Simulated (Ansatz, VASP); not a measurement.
**Two plane-wave programs on In3Se**

```
CELL_PARAMETERS angstrom
4.64673 0.00000 0.00000
0.00000 4.64673 0.00000
0.00000 0.00000 4.86230
ATOMIC_POSITIONS crystal
In 0.00000 0.50000 0.50000
In 0.50000 0.00000 0.50000
In 0.50000 0.50000 0.00000
Se 0.00000 0.00000 0.00000
```

Change from the starting cell: strain -0.030 along x and y, +0.015 along z, atoms carried along.

Alike in both runs: task single point; functional PBE; k mesh 10 × 10 × 10; occupations gaussian, width 0.15 eV; no spin polarisation.

```csv
,VASP,Ansatz
version,VASP 6.6.1,Ansatz 0.2.0
potentials or method,"VASP PAW PBE potentials, release 64 (In_d, Se)","scalar-relativistic, plane waves, PAW"
plane-wave cutoff (eV),520,420
valence electrons in the cell,45,55
```

```tsv
	VASP	Ansatz	Ansatz less VASP
gap on the k mesh at the Fermi level (eV)	none	none	-
pressure (GPa)	1.7	1.7	+0.02
largest component of the traceless stress (GPa)	0.19	0.18	-0.005
```

A gap of «none» marks a metal or a gap that the smearing closes. The two sets of potentials don't hold the same shells in valence.
